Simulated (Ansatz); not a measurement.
# WS2: the cost of one run

Method: DFT PBEsol, scalar-relativistic, plane waves, PAW, in Ansatz 0.2.0.

4 further runs of the same task are left out: 2 that didn't finish, 2 set aside as unsound or not needed.

### Step 1. The starting structure

Symmetry: P-6m2, No. 187, hexagonal system. Conventional cell: a = 3.146 Å, b = 3.146 Å, c = 16.953 Å, α = 90.00°, β = 90.00°, γ = 120.00°. Around W (site symmetry -6m2) lie 6 S at 2.40 Å. S (site symmetry 3m) is surrounded by 3 W at 2.40 Å.

Coordinates:

```cif
data_structure
_symmetry_space_group_name_H-M 'P 1'
_symmetry_Int_Tables_number 1
_cell_length_a 3.1458
_cell_length_b 3.1458
_cell_length_c 16.9534
_cell_angle_alpha 90.000
_cell_angle_beta 90.000
_cell_angle_gamma 120.000
_cell_volume 145.29
loop_
_atom_site_label
_atom_site_type_symbol
_atom_site_fract_x
_atom_site_fract_y
_atom_site_fract_z
_atom_site_occupancy
W1 W 0.33333 0.66667 0.00000 1
S1 S 0.66667 0.33333 0.90758 1
S2 S 0.66667 0.33333 0.09242 1
```

It goes back to an entry of the Materials Project, which need not be the stable form.

It is the result of an earlier relaxation at this level (volume 48.43 Å³/atom; gap on the mesh: 1.94 eV).

### Step 2. Next: an axial (c/a) deformation path

At fixed volume and fractional coordinates, lengths along (0.000, 0.000, 1.000) are scaled against those across it; ρ is that ratio over its starting value.

### Step 3. At ρ = 0.850

The input, input.yaml:

```yaml
crystal:
  lattice:
    - [3.320892738, 0.0, 0.0]
    - [-1.660446369, 2.8759774743, 0.0]
    - [0.0, 0.0, 15.2125947641]
  atoms:
    - { symbol: W, position: [0.3333333333, 0.6666666667, 0.0] }
    - { symbol: S, position: [0.6666666667, 0.3333333333, 0.907576148] }
    - { symbol: S, position: [0.6666666667, 0.3333333333, 0.092423852] }
basis:
  ecutwfc: 420
kpoints:
  mp_grid: { grid: [12, 12, 2] }
hamiltonian:
  xc: pbesol
scf:
  occupations: { method: gaussian, width: 0.05 }
output:
  forces: true
  stress: true
  eigenvalues: true
```

The run is started by

```sh
$ ansatz run input.yaml --threads 1 --pin off --max-ram 2560MiB --backend cpu --events-out ev --progress --plain --runs-dir out
```

What time and memory should one allow on 1 thread of Arm Neoverse V2, shared host?

About 6.9 s, with a peak of 0.36 GiB.
